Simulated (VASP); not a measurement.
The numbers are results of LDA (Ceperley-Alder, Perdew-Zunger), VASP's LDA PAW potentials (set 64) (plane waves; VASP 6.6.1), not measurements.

VASP input:

**INCAR**
```
SYSTEM = Sb2Te3 bilayer
PREC = Normal; ENCUT = 400; LREAL = .FALSE.
LASPH = .TRUE.
EDIFF = 1E-5; NELM = 100; NELMIN = 4
ALGO = Normal; LMAXMIX = 4
ISMEAR = 0; SIGMA = 0.05
IBRION = 2; NSW = 50; ISIF = 4
EDIFFG = -0.03
LWAVE = .TRUE.; LCHARG = .FALSE.
```

**KPOINTS**
```
Automatic mesh
0
Gamma
12 12 1
0 0 0
```

File POSCAR:
```
Sb2Te3 bilayer
1.0
  4.2511746932   0.0000000000   0.0000000000
 -2.1255873465   3.6816250616   0.0000000000
  0.0000000000   0.0000000000  32.4880235023
Sb Te
4 6
Direct
  0.3333330000   0.6666670000   0.2886490000
  0.0000000000   0.0000000000   0.4081220000
  0.0000000000   0.0000000000   0.5918780000
  0.6666670000   0.3333330000   0.7113510000
  0.0000000000   0.0000000000   0.2389200000
  0.6666670000   0.3333330000   0.3483850000
  0.6666670000   0.3333330000   0.5421490000
  0.3333330000   0.6666670000   0.4578510000
  0.3333330000   0.6666670000   0.6516150000
  0.0000000000   0.0000000000   0.7610800000
```

POTCAR, in this order: Sb Te (LDA.64 set). Program: vasp_std.

The resulting files:

File OSZICAR:
```
...
DAV:  11    -0.428663095736E+02   -0.24646E-02   -0.14278E-02  1680   0.518E-01    0.429E-01
DAV:  12    -0.428658163463E+02    0.49323E-03   -0.90186E-03  1736   0.414E-01    0.458E-01
DAV:  13    -0.428647832296E+02    0.10331E-02   -0.45637E-03  1608   0.254E-01    0.317E-01
DAV:  14    -0.428648717514E+02   -0.88522E-04   -0.71075E-04  1580   0.101E-01    0.331E-01
DAV:  15    -0.428647369238E+02    0.13483E-03   -0.53255E-04  1700   0.829E-02    0.221E-01
DAV:  16    -0.428648159360E+02   -0.79012E-04   -0.50566E-04  1480   0.674E-02    0.266E-01
DAV:  17    -0.428651895225E+02   -0.37359E-03   -0.96349E-04  1668   0.890E-02    0.500E-01
DAV:  18    -0.428652876818E+02   -0.98159E-04   -0.14484E-04  1594   0.414E-02    0.556E-01
DAV:  19    -0.428652469046E+02    0.40777E-04   -0.58915E-06   706   0.128E-02    0.536E-01
DAV:  20    -0.428651175451E+02    0.12936E-03   -0.49848E-05  1214   0.218E-02    0.467E-01
DAV:  21    -0.428649238956E+02    0.19365E-03   -0.24729E-04  1516   0.468E-02    0.276E-01
DAV:  22    -0.428648059942E+02    0.11790E-03   -0.27103E-04  1694   0.469E-02    0.128E-01
DAV:  23    -0.428648322169E+02   -0.26223E-04   -0.25986E-05   908   0.206E-02    0.148E-01
DAV:  24    -0.428648471899E+02   -0.14973E-04   -0.10801E-05   666   0.117E-02    0.163E-01
DAV:  25    -0.428648217824E+02    0.25407E-04   -0.44164E-06   664   0.103E-02    0.147E-01
DAV:  26    -0.428647508342E+02    0.70948E-04   -0.21244E-04  1610   0.441E-02    0.965E-02
DAV:  27    -0.428647515041E+02   -0.66991E-06   -0.27759E-05   966   0.202E-02
   1 F= -.42864752E+02 E0= -.42864751E+02  d E =-.428648E+02
       N       E                     dE             d eps       ncg     rms          rms(c)
DAV:   1    -0.429267366665E+02   -0.61986E-01   -0.15525E+00  1328   0.514E+00    0.672E-01
DAV:   2    -0.429277178344E+02   -0.98117E-03   -0.12503E-01  1666   0.139E+00    0.479E-01
DAV:   3    -0.429275623850E+02    0.15545E-03   -0.32489E-02  1680   0.870E-01    0.275E-01
DAV:   4    -0.429261445290E+02    0.14179E-02   -0.18920E-02  1656   0.676E-01    0.165E-01
DAV:   5    -0.429254549081E+02    0.68962E-03   -0.10647E-02  1688   0.516E-01    0.120E-01
DAV:   6    -0.429250990925E+02    0.35582E-03   -0.38777E-03  1678   0.279E-01    0.695E-02
DAV:   7    -0.429251605201E+02   -0.61428E-04   -0.57438E-04  1618   0.937E-02    0.453E-02
DAV:   8    -0.429251620999E+02   -0.15798E-05   -0.17239E-05  1206   0.205E-02
   2 F= -.42925162E+02 E0= -.42925162E+02  d E =-.604106E-01
       N       E                     dE             d eps       ncg     rms          rms(c)
DAV:   1    -0.429335758220E+02   -0.84153E-02   -0.38143E-01  1316   0.254E+00    0.325E-01
DAV:   2    -0.429339535209E+02   -0.37770E-03   -0.30221E-02  1658   0.688E-01    0.230E-01
DAV:   3    -0.429339248726E+02    0.28648E-04   -0.77575E-03  1672   0.428E-01    0.128E-01
DAV:   4    -0.429335934777E+02    0.33139E-03   -0.44207E-03  1656   0.331E-01    0.798E-02
DAV:   5    -0.429334118470E+02    0.18163E-03   -0.23223E-03  1672   0.244E-01    0.583E-02
DAV:   6    -0.429333471615E+02    0.64685E-04   -0.92161E-04  1668   0.133E-01    0.369E-02
DAV:   7    -0.429333687752E+02   -0.21614E-04   -0.12965E-04  1614   0.445E-02    0.223E-02
DAV:   8    -0.429333771508E+02   -0.83756E-05   -0.52149E-06   730   0.117E-02
   3 F= -.42933377E+02 E0= -.42933377E+02  d E =-.686256E-01
       N       E                     dE             d eps       ncg     rms          rms(c)
DAV:   1    -0.429334614567E+02   -0.92682E-04   -0.16645E-03  1310   0.165E-01    0.242E-02
DAV:   2    -0.429334680793E+02   -0.66225E-05   -0.12074E-04  1648   0.438E-02    0.194E-02
DAV:   3    -0.429334733145E+02   -0.52352E-05   -0.29284E-05  1212   0.263E-02    0.838E-03
DAV:   4    -0.429334840329E+02   -0.10718E-04   -0.35118E-05  1200   0.291E-02    0.762E-03
DAV:   5    -0.429334860580E+02   -0.20252E-05   -0.19710E-05  1206   0.226E-02
   4 F= -.42933486E+02 E0= -.42933486E+02  d E =-.687346E-01
       N       E                     dE             d eps       ncg     rms          rms(c)
DAV:   1    -0.429358913452E+02   -0.24073E-02   -0.60315E-02  1292   0.967E-01    0.154E-01
DAV:   2    -0.429358883884E+02    0.29568E-05   -0.44056E-03  1550   0.255E-01    0.774E-02
DAV:   3    -0.429358769845E+02    0.11404E-04   -0.78521E-04  1664   0.136E-01    0.484E-02
DAV:   4    -0.429358502875E+02    0.26697E-04   -0.47426E-04  1664   0.109E-01    0.399E-02
DAV:   5    -0.429358235070E+02    0.26781E-04   -0.17798E-04  1304   0.689E-02    0.276E-02
DAV:   6    -0.429358158591E+02    0.76478E-05   -0.12960E-04  1664   0.508E-02    0.168E-02
DAV:   7    -0.429358154051E+02    0.45399E-06   -0.35021E-05  1216   0.292E-02
   5 F= -.42935815E+02 E0= -.42935815E+02  d E =-.232935E-02
       N       E                     dE             d eps       ncg     rms          rms(c)
DAV:   1    -0.429382457656E+02   -0.24299E-02   -0.28042E-01  1292   0.208E+00    0.334E-01
DAV:   2    -0.429382000399E+02    0.45726E-04   -0.20416E-02  1548   0.549E-01    0.165E-01
DAV:   3    -0.429381519133E+02    0.48127E-04   -0.35112E-03  1672   0.286E-01    0.106E-01
DAV:   4    -0.429380275957E+02    0.12432E-03   -0.20733E-03  1672   0.228E-01    0.878E-02
DAV:   5    -0.429379136757E+02    0.11392E-03   -0.79261E-04  1680   0.146E-01    0.620E-02
DAV:   6    -0.429378660793E+02    0.47596E-04   -0.60707E-04  1680   0.111E-01    0.357E-02
DAV:   7    -0.429378568244E+02    0.92549E-05   -0.17374E-04  1664   0.641E-02    0.133E-02
DAV:   8    -0.429378622765E+02   -0.54520E-05   -0.21613E-05  1120   0.195E-02
   6 F= -.42937862E+02 E0= -.42937862E+02  d E =-.437622E-02
       N       E                     dE             d eps       ncg     rms          rms(c)
DAV:   1    -0.429387335534E+02   -0.87673E-03   -0.45166E-02  1292   0.813E-01    0.138E-01
DAV:   2    -0.429389316150E+02   -0.19806E-03   -0.35017E-03  1616   0.259E-01    0.770E-02
DAV:   3    -0.429389276825E+02    0.39325E-05   -0.27044E-03  1680   0.257E-01    0.637E-02
DAV:   4    -0.429388198954E+02    0.10779E-03   -0.67090E-04  1680   0.132E-01    0.436E-02
DAV:   5    -0.429388248571E+02   -0.49617E-05   -0.14198E-04  1658   0.606E-02    0.367E-02
DAV:   6    -0.429388247759E+02    0.81182E-07   -0.81116E-05  1516   0.374E-02
   7 F= -.42938825E+02 E0= -.42938825E+02  d E =-.962499E-03
       N       E                     dE             d eps       ncg     rms          rms(c)
DAV:   1    -0.429397398946E+02   -0.91504E-03   -0.40760E-01  1292   0.244E+00    0.400E-01
DAV:   2    -0.429413920917E+02   -0.16522E-02   -0.31724E-02  1616   0.774E-01    0.235E-01
DAV:   3    -0.429411328597E+02    0.25923E-03   -0.23300E-02  1680   0.747E-01    0.185E-01
DAV:   4    -0.429402574241E+02    0.87544E-03   -0.57542E-03  1680   0.386E-01    0.131E-01
DAV:   5    -0.429401874366E+02    0.69988E-04   -0.12874E-03  1684   0.182E-01    0.108E-01
DAV:   6    -0.429401067300E+02    0.80707E-04   -0.74408E-04  1508   0.110E-01    0.599E-02
DAV:   7    -0.429401053778E+02    0.13522E-05   -0.98023E-05  1680   0.437E-02
   8 F= -.42940105E+02 E0= -.42940105E+02  d E =-.224310E-02
       N       E                     dE             d eps       ncg     rms          rms(c)
DAV:   1    -0.429404426616E+02   -0.33593E-03   -0.11062E-01  1292   0.125E+00    0.197E-01
DAV:   2    -0.429408938609E+02   -0.45120E-03   -0.72893E-03  1648   0.368E-01    0.107E-01
DAV:   3    -0.429408712564E+02    0.22604E-04   -0.31025E-03  1688   0.275E-01    0.700E-02
DAV:   4    -0.429407587646E+02    0.11249E-03   -0.10130E-03  1688   0.162E-01    0.473E-02
DAV:   5    -0.429407481308E+02    0.10634E-04   -0.30652E-04  1672   0.900E-02    0.398E-02
DAV:   6    -0.429407581327E+02   -0.10002E-04   -0.18011E-04  1666   0.577E-02    0.288E-02
DAV:   7    -0.429407662457E+02   -0.81129E-05   -0.19795E-05   916   0.187E-02
   9 F= -.42940766E+02 E0= -.42940766E+02  d E =-.660868E-03
```

### OUTCAR
```
------------------------ aborting loop because EDIFF is reached ----------------------------------------
  FORCE on cell =-STRESS in cart. coord.  units (eV):
  Direction    XX          YY          ZZ          XY          YZ          ZX
  --------------------------------------------------------------------------------------
  Total       -0.2426581     -0.2426581     -0.2272120     -0.0000000      0.0000000      0.0000000
  in kB       -0.7645987     -0.7645986     -0.7159290     -0.0000000      0.0000000      0.0000000
  external PRESSURE =      -0.7483754 kB  Pullay stress =       0.0000000 kB
  volume of cell :      508.48
      direct lattice vectors                 reciprocal lattice vectors
     4.232910597  0.000000000  0.000000000     0.236244064  0.136395582 -0.000000000
    -2.116455299  3.665807882 -0.000000000    -0.000000000  0.272791164 -0.000000000
     0.000000000  0.000000000 32.768986049    -0.000000000 -0.000000000  0.030516660
 POSITION                                       TOTAL-FORCE (eV/Angst)
 -----------------------------------------------------------------------------------
     -0.00000      2.44387      9.46791         0.000000      0.000000      0.002144
      0.00000      0.00000     13.37027         0.000000      0.000000      0.010206
      0.00000      0.00000     19.39872        -0.000000     -0.000000     -0.010206
      2.11646      1.22193     23.30108        -0.000000     -0.000000     -0.002144
      0.00000      0.00000      7.78920         0.000000     -0.000000     -0.001213
      2.11646      1.22193     11.41584        -0.000000      0.000000      0.011713
      2.11646      1.22193     17.68334         0.000000      0.000000     -0.002369
     -0.00000      2.44387     15.08565        -0.000000     -0.000000      0.002369
     -0.00000      2.44387     21.35314         0.000000     -0.000000     -0.011713
      0.00000      0.00000     24.97979         0.000000      0.000000      0.001213
 -----------------------------------------------------------------------------------
    total drift:                                0.000000     -0.000000      0.000000
  FREE ENERGIE OF THE ION-ELECTRON SYSTEM (eV)
  ---------------------------------------------------
  free  energy   TOTEN  =       -42.9407662457 eV

  energy  without entropy=      -42.9407662450  energy(sigma->0) =      -42.94076625

 reached required accuracy - stopping structural energy minimisation
```
(Selected blocks of OUTCAR.)

File CONTCAR:
```
Sb2Te3 bilayer
   1.00000000000000
     4.2329105973495835    0.0000000000024574    0.0000000000000000
    -2.1164552985730927    3.6658078822475262   -0.0000000000000000
     0.0000000000000002    0.0000000000000003   32.7689860491160232
  Sb              Te
     4     6
Direct
     0.3333330000000032    0.6666669999999968    0.2889288662680040
     0.0000000000000000    0.0000000000000000    0.4080159676460777
     0.0000000000000000    0.0000000000000000    0.5919840323539221
     0.6666669999999968    0.3333330000000032    0.7110711337319959
     0.0000000000000000    0.0000000000000000    0.2377003130275567
     0.6666669999999968    0.3333330000000032    0.3483734512893250
     0.6666669999999968    0.3333330000000032    0.5396364563194957
     0.3333330000000032    0.6666669999999968    0.4603635436805042
     0.3333330000000032    0.6666669999999968    0.6516265487106752
     0.0000000000000000    0.0000000000000000    0.7622996869724433
```

The cell is a sheet with vacuum, built from Sb2Te3 (tetradymite).
